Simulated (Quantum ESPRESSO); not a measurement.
# GaCuSe2 (I-42d) in Quantum ESPRESSO: equation of state

Aim: energy against volume of GaCuSe2 in PBE, for its equilibrium volume and stiffness.

All numbers are computed with Quantum ESPRESSO 7.5; they aren't measurements. Logs are shortened: lines on timing, memory, paths and dates and some standing lists are left out, and cuts for length are marked.

**1. The structure**

Symmetry: I-42d, No. 122, tetragonal system. The conventional cell has a = 5.619 Å, b = 5.619 Å, c = 11.026 Å, α = 90.00°, β = 90.00°, γ = 90.00°. Se (site symmetry 2) has 2 Ga at 2.42 Å and 2 Cu at 2.42 Å as nearest neighbours. Ga (site symmetry -4) is surrounded by 4 Se at 2.42 Å. Cu (site symmetry -4) is surrounded by 4 Se at 2.42 Å.

**2. Single point, PBE, 20.45 Å³/atom**

pw.in reads:

```
&CONTROL
  calculation = 'scf'
  prefix = 'pwscf'
  outdir = './tmp'
  pseudo_dir = './pseudo'
  tstress = .true.
  disk_io = 'nowf'
/
&SYSTEM
  ibrav = 0
  nat = 8
  ntyp = 3
  ecutwfc = 70
  ecutrho = 560
  nbnd = 48
  occupations = 'smearing'
  smearing = 'fd'
  degauss = 0.00367493
/
&ELECTRONS
  conv_thr = 1.6d-09
  electron_maxstep = 120
  mixing_beta = 0.5
/
ATOMIC_SPECIES
Se    78.9710 Se_pbe_v1.uspp.F.UPF
Ga    69.7230 Ga.pbe-dn-kjpaw_psl.1.0.0.UPF
Cu    63.5460 Cu.paw.z_11.ld1.psl.v1.0.0-low.upf
CELL_PARAMETERS angstrom
  -2.7521961517    2.7521961517    5.4004582173
   2.7521961517   -2.7521961517    5.4004582173
   2.7521961517    2.7521961517   -5.4004582173
ATOMIC_POSITIONS crystal
Se     0.1256200000    0.6250000000    0.0006200000
Se     0.8750000000    0.8743800000    0.4993800000
Se     0.6243800000    0.1250000000    0.9993800000
Se     0.3750000000    0.3756200000    0.5006200000
Ga     0.2500000000    0.7500000000    0.5000000000
Ga     0.5000000000    0.5000000000    0.0000000000
Cu     0.7500000000    0.2500000000    0.5000000000
Cu     0.0000000000    0.0000000000    0.0000000000
K_POINTS automatic
7 7 7 0 0 0
```

Potentials or basis: SSSP 1.3 efficiency PBE.

Command:

```bash
$ OMP_NUM_THREADS=1 mpirun -n 2 pw.x -nk 2 -in pw.in > pw.out
```

pw.out:

```text
This program is part of the open-source Quantum ESPRESSO suite
     for quantum simulation of materials; please cite
         "P. Giannozzi et al., J. Phys.:Condens. Matter 21 395502 (2009);
         "P. Giannozzi et al., J. Phys.:Condens. Matter 29 465901 (2017);
         "P. Giannozzi et al., J. Chem. Phys. 152 154105 (2020);
     in publications or presentations arising from this work. More details at

     file Ga.pbe-dn-kjpaw_psl.1.0.0.UPF: wavefunction(s)  4S renormalized
     file Cu.paw.z_11.ld1.psl.v1.0.0-low.upf: wavefunction(s)  4S 3D renormalized
     Message from routine setup:
     using ibrav=0 with symmetry is DISCOURAGED, use correct ibrav instead

     K-points division:     npool     =       2
     Subspace diagonalization in iterative solution of the eigenvalue problem:
     a serial algorithm will be used

     G-vector sticks info
     --------------------
     sticks:   dense  smooth     PW     G-vecs:    dense   smooth      PW
     Sum        6699    3349    941               247301    87463   13241

     Using Slab Decomposition

     bravais-lattice index     =            0
     lattice parameter (alat)  =      12.5797  a.u.
     unit-cell volume          =    1104.1955 (a.u.)^3
     number of atoms/cell      =            8
     number of atomic types    =            3
     number of electrons       =        72.00
     number of Kohn-Sham states=           48
     kinetic-energy cutoff     =      70.0000  Ry
     charge density cutoff     =     560.0000  Ry
     scf convergence threshold =      1.6E-09
     mixing beta               =       0.5000
     number of iterations used =            8  plain     mixing
     Exchange-correlation= SLA  PW   PBX  PBC
                           (   1   4   3   4   0   0   0)

     celldm(1)=  12.579689  celldm(2)=   0.000000  celldm(3)=   0.000000
     celldm(4)=   0.000000  celldm(5)=   0.000000  celldm(6)=   0.000000

     crystal axes: (cart. coord. in units of alat)
               a(1) = (  -0.413436   0.413436   0.811259 )
               a(2) = (   0.413436  -0.413436   0.811259 )
               a(3) = (   0.413436   0.413436  -0.811259 )

     reciprocal axes: (cart. coord. in units 2 pi/alat)
               b(1) = (  0.000000  1.209377  0.616326 )
               b(2) = (  1.209377  0.000000  0.616326 )
               b(3) = (  1.209377  1.209377  0.000000 )

     PseudoPot. # 1 for Se read from file:
     Se_pbe_v1.uspp.F.UPF
     Pseudo is Ultrasoft + core correction, Zval =  6.0
     Generated by new atomic code, or converted to UPF format
     Using radial grid of  877 points,  6 beta functions with:
                l(1) =   0
                l(2) =   0
                l(3) =   1
                l(4) =   1
                l(5) =   2
                l(6) =   2
     Q(r) pseudized with  8 coefficients,  rinner =    1.300   1.300   1.300
                                                       1.300   1.300

     PseudoPot. # 2 for Ga read from file:
     Ga.pbe-dn-kjpaw_psl.1.0.0.UPF
     Pseudo is Projector augmented-wave + core cor, Zval = 13.0
     Generated using "atomic" code by A. Dal Corso  v.5.1
     Shape of augmentation charge: PSQ
     Using radial grid of 1205 points,  6 beta functions with:
                l(1) =   0
                l(2) =   0
                l(3) =   1
                l(4) =   1
                l(5) =   2
                l(6) =   2
     Q(r) pseudized with 0 coefficients

     PseudoPot. # 3 for Cu read from file:
     Cu.paw.z_11.ld1.psl.v1.0.0-low.upf
     Pseudo is Projector augmented-wave + core cor, Zval = 11.0
     Generated using &quot;atomic&quot; code by A. Dal Corso  v.6.3MaX
     Shape of augmentation charge: PSQ
     Using radial grid of 1199 points,  6 beta functions with:
                l(1) =   0
                l(2) =   0
                l(3) =   1
                l(4) =   1
                l(5) =   2
                l(6) =   2
     Q(r) pseudized with 0 coefficients

     atomic species   valence    mass     pseudopotential
     Se                6.00    78.97100     Se( 1.00)
     Ga               13.00    69.72300     Ga( 1.00)
     Cu               11.00    63.54600     Cu( 1.00)

      8 Sym. Ops. (no inversion) found ( 4 have fractional translation)

   Cartesian axes

     site n.     atom                  positions (alat units)
         1        Se     tau(   1) = (   0.2067180  -0.2062054   0.6084443  )
         2        Se     tau(   2) = (   0.2062054   0.2067180   1.0140738  )
         3        Se     tau(   3) = (   0.2067180   0.6196414  -0.2028148  )
         4        Se     tau(   4) = (   0.2072307   0.2067180   0.2028148  )
         5        Ga     tau(   5) = (   0.4134360  -0.0000000   0.4056295  )
         6        Ga     tau(   6) = (   0.0000000   0.0000000   0.8112591  )
         7        Cu     tau(   7) = (  -0.0000000   0.4134360   0.4056295  )
         8        Cu     tau(   8) = (   0.0000000   0.0000000   0.0000000  )

     number of k points=    40  Fermi-Dirac smearing, width (Ry)=  0.0037
                       cart. coord. in units 2pi/alat
        k(    1) = (   0.0000000   0.0000000   0.0000000), wk =   0.0058309
        k(    2) = (   0.1727681   0.1727681   0.0000000), wk =   0.0233236
        k(    3) = (   0.3455363   0.3455363   0.0000000), wk =   0.0233236
        k(    4) = (   0.5183044   0.5183044   0.0000000), wk =   0.0233236
        k(    5) = (   0.1727681   0.0000000   0.0880466), wk =   0.0466472
        k(    6) = (   0.3455363   0.1727681   0.0880466), wk =   0.0932945
[... 32 lines left out ...]
        k(   39) = (  -0.0000000  -0.0000000   0.5282794), wk =   0.0116618
        k(   40) = (  -0.0000000   1.0366088  -0.0000000), wk =   0.0233236

     Dense  grid:   247301 G-vectors     FFT dimensions: (  96,  96,  96)

     Smooth grid:    87463 G-vectors     FFT dimensions: (  72,  72,  72)

     Initial potential from superposition of free atoms

     starting charge      71.9934, renormalised to      72.0000
     Starting wfcs are   52 randomized atomic wfcs
     Checking if some PAW data can be deallocated...

     Self-consistent Calculation

     iteration #  1     ecut=    70.00 Ry     beta= 0.50
     Davidson diagonalization with overlap
     ethr =  1.00E-02,  avg # of iterations =  5.3

     Threshold (ethr) on eigenvalues was too large:
     Diagonalizing with lowered threshold

     Davidson diagonalization with overlap
     ethr =  2.36E-04,  avg # of iterations =  8.1

     total energy              =   -1156.65630671 Ry
     estimated scf accuracy    <       0.16052343 Ry

     iteration #  2     ecut=    70.00 Ry     beta= 0.50
     Davidson diagonalization with overlap
     ethr =  2.23E-04,  avg # of iterations =  2.5

     total energy              =   -1156.67500964 Ry
     estimated scf accuracy    <       0.06461926 Ry

     iteration #  3     ecut=    70.00 Ry     beta= 0.50
     Davidson diagonalization with overlap
     ethr =  8.97E-05,  avg # of iterations =  4.5

     total energy              =   -1156.69284456 Ry
     estimated scf accuracy    <       0.05144854 Ry

     iteration #  4     ecut=    70.00 Ry     beta= 0.50
     Davidson diagonalization with overlap
     ethr =  7.15E-05,  avg # of iterations =  2.1

     total energy              =   -1156.70129895 Ry
     estimated scf accuracy    <       0.00323979 Ry

     iteration #  5     ecut=    70.00 Ry     beta= 0.50
     Davidson diagonalization with overlap
     c_bands:  2 eigenvalues not converged
     ethr =  4.50E-06,  avg # of iterations = 12.3

     total energy              =   -1156.70570421 Ry
     estimated scf accuracy    <       0.00156838 Ry

     iteration #  6     ecut=    70.00 Ry     beta= 0.50
     Davidson diagonalization with overlap
     ethr =  2.18E-06,  avg # of iterations =  2.3

     total energy              =   -1156.70577563 Ry
     estimated scf accuracy    <       0.00031664 Ry

     iteration #  7     ecut=    70.00 Ry     beta= 0.50
     Davidson diagonalization with overlap
     ethr =  4.40E-07,  avg # of iterations =  4.5

     total energy              =   -1156.70584494 Ry
     estimated scf accuracy    <       0.00001680 Ry

     iteration #  8     ecut=    70.00 Ry     beta= 0.50
     Davidson diagonalization with overlap
     ethr =  2.33E-08,  avg # of iterations =  8.0

     total energy              =   -1156.70586955 Ry
     estimated scf accuracy    <       0.00000910 Ry

     iteration #  9     ecut=    70.00 Ry     beta= 0.50
     Davidson diagonalization with overlap
     ethr =  1.26E-08,  avg # of iterations =  1.4

     total energy              =   -1156.70586846 Ry
     estimated scf accuracy    <       0.00000352 Ry
[... 26 lines left out ...]
     total energy              =   -1156.70587017 Ry
     estimated scf accuracy    <       0.00000001 Ry

     iteration # 14     ecut=    70.00 Ry     beta= 0.50
     Davidson diagonalization with overlap
     ethr =  1.78E-11,  avg # of iterations =  6.1

     total energy              =   -1156.70587018 Ry
     estimated scf accuracy    <          8.0E-09 Ry

     iteration # 15     ecut=    70.00 Ry     beta= 0.50
     Davidson diagonalization with overlap
     ethr =  1.11E-11,  avg # of iterations =  1.2

     total energy              =   -1156.70587018 Ry
     estimated scf accuracy    <          2.0E-09 Ry

     iteration # 16     ecut=    70.00 Ry     beta= 0.50
     Davidson diagonalization with overlap
     ethr =  2.71E-12,  avg # of iterations =  5.6

     End of self-consistent calculation

          k = 0.0000 0.0000 0.0000 ( 10935 PWs)   bands (ev):

    -7.9767  -7.9767  -7.9740  -7.7731  -7.7557  -7.7557  -7.7003  -7.6956
    -7.6890  -7.6755  -7.2837  -5.4027  -5.4027  -5.3850  -0.3294   1.1698
     2.4839   2.7902   2.8089   3.1536   3.1536   3.9899   3.9899   4.3335
     4.3335   4.4011   5.4651   5.4681   5.5940   5.9027   5.9329   5.9329
     6.0524   7.6507   7.6507   7.7809   8.3081   9.5772  10.1170  11.8193
    11.8193  12.1269  12.6485  12.6485  12.8260  13.1075  14.4598  14.4598

          k = 0.1728 0.1728 0.0000 ( 10895 PWs)   bands (ev):

    -7.9857  -7.9789  -7.9692  -7.7837  -7.7714  -7.7570  -7.6988  -7.6942
    -7.6889  -7.6762  -7.1377  -5.5045  -5.4812  -5.3860  -0.2293   1.0766
     2.2896   2.7270   2.9241   3.1358   3.5588   3.9835   3.9873   4.1023
     4.3454   4.4868   5.5011   5.5494   5.6406   5.7293   5.8496   6.1491
     6.1629   6.7545   7.4558   7.5891   9.2466   9.8976  10.7906  11.6499
    11.7419  12.1402  12.4521  12.5857  12.9695  13.3622  14.1838  14.4314

          k = 0.3455 0.3455 0.0000 ( 10930 PWs)   bands (ev):

    -7.9995  -7.9864  -7.9518  -7.8296  -7.7701  -7.7602  -7.6953  -7.6908
    -7.6889  -7.6783  -6.7765  -5.7295  -5.6348  -5.4391  -0.0567   0.7406
     2.1040   2.6009   2.7192   3.6012   3.8251   3.9254   4.0895   4.1796
     4.4016   4.5243   5.5780   5.6417   5.6866   5.7471   6.0024   6.1856
     6.4013   6.4175   6.9871   7.4206   9.7914  10.0796  10.9914  11.5095
    12.0874  12.2486  12.5014  12.9386  13.3653  13.4737  14.4342  14.6412

          k = 0.5183 0.5183 0.0000 ( 10934 PWs)   bands (ev):

    -8.0035  -7.9969  -7.9199  -7.8768  -7.7674  -7.7640  -7.6917  -7.6895
    -7.6864  -7.6819  -6.3324  -5.9803  -5.7094  -5.6003   0.1131   0.3797
     1.9239   2.1542   2.8984   3.5969   4.1200   4.1482   4.2473   4.3458
     4.4099   4.4309   5.6177   5.6243   5.7333   5.7960   6.1745   6.3764
     6.7041   6.7476   7.1269   7.2617   9.3602   9.3675  11.0478  11.3192
    12.3649  12.5780  12.7320  13.0307  13.5862  13.7130  13.8158  14.2351
[... 300 lines left out ...]
    -7.9980  -7.9854  -7.9212  -7.8904  -7.7574  -7.7504  -7.6995  -7.6988
    -7.6799  -7.6790  -6.3216  -6.2295  -5.7156  -5.4862   0.4540   0.7347
     2.4167   2.4688   3.1913   3.6752   3.7713   3.8202   3.9644   4.1842
     4.2860   4.3146   5.5764   5.6069   5.6338   5.7367   6.0119   6.0533
     6.4429   6.5486   6.8669   6.9686   9.8947  10.1199  10.3698  10.8684
    11.4684  11.6779  12.5885  12.7697  13.5835  13.7505  14.1165  14.4582

          k =-0.0000-0.0000 0.5283 ( 10924 PWs)   bands (ev):

    -7.9801  -7.9801  -7.9313  -7.8969  -7.7458  -7.7458  -7.7048  -7.7019
    -7.6802  -7.6764  -6.6254  -6.2301  -5.4338  -5.4338   0.2992   0.5394
     2.7446   3.2135   3.6070   3.6070   3.7138   3.8168   3.9957   3.9957
     4.2692   4.2692   5.3713   5.4321   5.6239   5.6927   6.3128   6.3597
     6.3597   6.5162   6.7923   6.7923   9.7441   9.7441   9.7475   9.7840
    10.5398  10.9158  11.5524  11.6888  14.3217  14.3217  15.4748  15.4748

          k =-0.0000 1.0366-0.0000 ( 10932 PWs)   bands (ev):

    -7.9871  -7.9799  -7.9194  -7.9062  -7.7491  -7.7457  -7.7028  -7.7024
    -7.6784  -7.6782  -6.4060  -6.3840  -5.5295  -5.4283   0.4270   0.5400
     2.8175   2.8728   3.4066   3.7068   3.7924   3.8228   3.9353   4.0969
     4.2426   4.2610   5.4308   5.5298   5.6243   5.6520   6.1523   6.3087
     6.3765   6.6113   6.6578   6.8382   9.5950   9.8905   9.9460  10.0601
    10.9967  11.0112  11.7886  11.8746  14.0057  14.1944  14.6267  15.0021

     the Fermi energy is     8.0649 ev

!    total energy              =   -1156.70587018 Ry
     estimated scf accuracy    <          7.5E-11 Ry
     smearing contrib. (-TS)   =      -0.00000234 Ry
     internal energy E=F+TS    =   -1156.70586784 Ry

     The total energy is F=E-TS. E is the sum of the following terms:
     one-electron contribution =    -347.50437692 Ry
     hartree contribution      =     243.37191159 Ry
     xc contribution           =    -285.05132049 Ry
     ewald contribution        =    -364.95486559 Ry
     one-center paw contrib.   =    -402.56721644 Ry

     convergence has been achieved in  16 iterations

     Computing stress (Cartesian axis) and pressure

          total   stress  (Ry/bohr**3)                   (kbar)     P=       80.20
   0.00054280   0.00000000   0.00000000           79.85        0.00        0.00
   0.00000000   0.00054280   0.00000000            0.00       79.85        0.00
   0.00000000   0.00000000   0.00055007            0.00        0.00       80.92

=------------------------------------------------------------------------------=
   JOB DONE.
=------------------------------------------------------------------------------=
```

Wall time 7 min (2 MPI ranks of Intel Xeon 6975P-C (Granite Rapids), shared host); peak memory 1.4 GiB.

Results:

```
Free energy            : -15737.7851 eV
Pressure               : 8.0 GPa
Band gap on the k mesh : 0.53 eV, direct
```

[end of part 1 of 2]
